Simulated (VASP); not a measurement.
Input of a VASP 6.6.1 run:

The input INCAR:

```
PREC = Accurate
ENCUT = 520
EDIFF = 1E-6
ISMEAR = 0
SIGMA = 0.01
LREAL = False
LASPH = True
NELM = 60
ALGO = Normal
ISIF = 2
LWAVE = False
LCHARG = False
GGA = PS
NBANDS = 15
```

KPOINTS

```
Automatic mesh
0
Gamma
  5 5 5
```

File POSCAR:

```
KBr
1.0
    0.0000000000      3.3452110976      3.2114026537
    3.3452110976      0.0000000000      3.2114026537
    3.3452110976      3.3452110976      0.0000000000
K Br
1 1
Direct
    0.0000000000      0.0000000000      0.0000000000
    0.5000000000      0.5000000000      0.5000000000
```

Potentials or basis: VASP PAW PBE potentials, release 64 (K_sv, Br).

Launch:

```sh
$ cat potpaw_PBE.64/K_sv/POTCAR potpaw_PBE.64/Br/POTCAR > POTCAR
$ mpirun -np 1 vasp_std > vasp.out
```

(1) Estimate the band gap on the k mesh.

(2) What does it give for the pressure?

## Answers

(1) 4.26 eV, direct.

(2) -0.2 GPa.

Caveat: the PAW data sets were made with another functional, which shifts forces and pressure a little.
